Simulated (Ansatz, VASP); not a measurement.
**One calculation of InP, two programs**

The input run.py:

```python
from ase.calculators.vasp import Vasp
from ase.dft.bandgap import bandgap
from ase.io import read

atoms = read('InP.cif')
calc = Vasp(
    directory='calc',
    xc='pbesol',
    pp='PBE',
    setups='recommended',
    prec='Accurate',
    encut=520,
    ediff=1e-06,
    ismear=0,
    sigma=0.05,
    lreal=False,
    lasph=True,
    nelm=100,
    algo='Normal',
    isif=2,
    lwave=False,
    lcharg=True,
    lelf=True,
    lvhar=True,
    kpts=[8, 8, 8],
    gamma=True,
    nbands=16,
)
atoms.calc = calc

print('energy (eV):', atoms.get_potential_energy())
print('free energy (eV):', atoms.get_potential_energy(force_consistent=True))
print('forces (eV/A):')
print(atoms.get_forces())
print('stress (eV/A^3, Voigt):', atoms.get_stress())
print('Fermi level (eV):', calc.get_fermi_level())
gap, top, bottom = bandgap(calc)
print('band gap (eV):', gap, 'from (spin, k, band)', top, 'to', bottom)
```

The input InP.cif:

```cif
data_InP
_cell_length_a 4.14435284
_cell_length_b 4.14435284
_cell_length_c 4.14435284
_cell_angle_alpha 60.00000000
_cell_angle_beta 60.00000000
_cell_angle_gamma 60.00000000
_space_group_name_H-M_alt 'P1'
_space_group_name_Hall 'P 1'
_space_group_IT_number 1
loop_
_space_group_symop_operation_xyz
'x,y,z'
loop_
_atom_site_label
_atom_site_type_symbol
_atom_site_symmetry_multiplicity
_atom_site_Wyckoff_symbol
_atom_site_fract_x
_atom_site_fract_y
_atom_site_fract_z
_atom_site_occupancy
In1 In 1 a 0.0000000000 0.0000000000 0.0000000000 1
P1 P 1 a 0.7500000000 0.7500000000 0.7500000000 1
```

Contents of input.yaml:

```yaml
crystal:
  lattice:
    - [0.0, 2.9305, 2.9305]
    - [2.9305, 0.0, 2.9305]
    - [2.9305, 2.9305, 0.0]
  atoms:
    - { symbol: In, position: [0.0, 0.0, 0.0] }
    - { symbol: P, position: [0.75, 0.75, 0.75] }
hamiltonian:
  xc: pbesol
  pseudopotentials: { kind: paw }
kpoints:
  mp_grid: { grid: [8, 8, 8] }
scf:
  occupations: { method: gaussian, width: 0.05 }
output:
  forces: true
  stress: true
  eigenvalues: true
```

Alike in both runs: task single point; functional PBEsol; k mesh 8 × 8 × 8; occupations gaussian, width 0.05 eV; no spin polarisation.

```csv
,VASP,Ansatz
version,VASP 6.6.1,Ansatz 0.2.0
potentials or method,"VASP PAW PBE potentials, release 64 (In_d, P)",Ansatz PAW
plane-wave cutoff (eV),520,420
valence electrons in the cell,18,18
```

```tsv
	VASP	Ansatz	Ansatz less VASP
gap on the k mesh at the Fermi level (eV)	0.61	0.62	+0.002
least direct gap on the mesh (eV)	0.61	0.62	+0.002
pressure (GPa)	0.6	0.6	+0.02
```

With one functional, cell and mesh, what is left measures potentials, basis and numerics.

Caveats: spin-orbit coupling is left out, which moves the levels of the heavy elements; the PAW data sets were made with another functional, which shifts forces and pressure a little (VASP); the PAW data sets come from PBE, with cores solved anew for the run's functional, which leaves a small shift of forces and pressure (Ansatz). As with any semilocal functional, this PBEsol gap is likely too small.
